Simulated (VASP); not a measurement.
Input of a VASP 6.6.1 run:

POSCAR

```
Li
1.0
   -1.7381176889      1.7381176889      1.7381176889
    1.7381176889     -1.7381176889      1.7381176889
    1.7381176889      1.7381176889     -1.7381176889
Li
1
Direct
    0.0000000000      0.0000000000      0.0000000000
```

Contents of INCAR.step1:

```
PREC = Accurate
ENCUT = 520
ISMEAR = 0
SIGMA = 0.1
LREAL = False
LASPH = True
NELM = 100
NBANDS = 8
GGA = PE
ALGO = Normal
EDIFF = 1E-4
LWAVE = True
LCHARG = False
```

File INCAR.step2:

```
PREC = Accurate
ENCUT = 520
EDIFF = 1E-6
ISMEAR = 0
SIGMA = 0.1
LREAL = False
LASPH = True
NELM = 100
ALGO = Normal
ISIF = 2
LWAVE = False
LCHARG = False
METAGGA = R2SCAN
LMIXTAU = True
NBANDS = 8
ISTART = 1
```

Contents of KPOINTS:

```
Automatic mesh
0
Gamma
  16 16 16
```

Potentials or basis: VASP PAW PBE potentials, release 64 (Li_sv).

The run is started by

```bash
$ cat potpaw_PBE.64/Li_sv/POTCAR > POTCAR
$ cp INCAR.step1 INCAR
$ mpirun -np 1 vasp_std > vasp.out
$ cp INCAR.step2 INCAR
$ mpirun -np 1 vasp_std > vasp.out
```

Question: Estimate the band gap on the k mesh.

Answer: None (metal or under the smearing width).
